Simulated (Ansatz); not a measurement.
# Br: relaxation of cell and atoms with PBEsol+D3(BJ)-ATM

Br:

```xyz
1
Lattice="-1.2868 1.7200 3.5780 1.2868 -1.7200 3.5780 1.2868 1.7200 -3.5780" Properties=species:S:1:pos:R:3 pbc="T T T"
Br    0.0000    0.0000    0.0000
```

```
Program             : Ansatz 0.2.0
Task                : relaxation of cell and atoms
Functional          : PBEsol
Dispersion          : D3(BJ)-ATM
Potentials or basis : Ansatz PAW
Cutoff              : 420 eV (not typed: the program's choice for these potentials)
k mesh              : 13 × 13 × 13
Occupations         : fermi-dirac, width 0.05 eV
Spin                : no spin polarisation
```

The relaxed volume is 27.95 Å³/atom and the relaxed cell is a = 3.929 Å, b = 3.929 Å, c = 3.929 Å, α = 142.28°, β = 130.28°, γ = 64.06°. The space group after relaxing (to 0.05 Å) is Immm (No. 71). The energy gained by relaxing is 18.3 meV/atom and the ionic steps are 6. The pressure after relaxing is 0.0 GPa and the band gap on the k mesh is none (metal or under the smearing width).

The path:
| step | energy change (eV) | largest force (eV/Å) | volume (Å³) |
| --- | --- | --- | --- |
| 1 | 0.0000 | 0.0000 | 31.68 |
| 2 | -0.0128 | 0.0000 | 29.70 |
| 3 | -0.0165 | 0.0000 | 28.69 |
| 4 | -0.0185 | 0.0000 | 28.17 |
| 5 | -0.0187 | 0.0000 | 27.95 |
| 6 | -0.0183 | 0.0000 | 27.95 |

Final structure:
```yaml
crystal:
  lattice:
    - [-1.27001, 1.65168, 3.33072]
    - [1.27001, -1.65168, 3.33072]
    - [1.27001, 1.65168, -3.33072]
  atoms:
    - { symbol: Br, position: [0.00000, 0.00000, 0.00000] }
```

Levels at points of the mesh, in eV from the Fermi level:
```tsv
k point	band 1	band 2	band 3	band 4	band 5	band 6
(0.00, 0.00, 0.00)	-16.25	-1.74	-0.97	4.13	5.42	9.47
```

It took 22 s on 2 threads of Arm Neoverse V1, on a shared host, peak memory 0.4 GiB.

Caveat: the plane-wave basis is chosen anew once the cell has moved, so the energies of steps on either side of that aren't comparable; an odd number of electrons without spin polarisation forces a metal; a magnetic or distorted state may lie lower; pairwise dispersion overbinds metals, which lowers pressure and volume; the PAW data sets come from PBE, with cores solved anew for the run's functional, which leaves a small shift of forces and pressure.
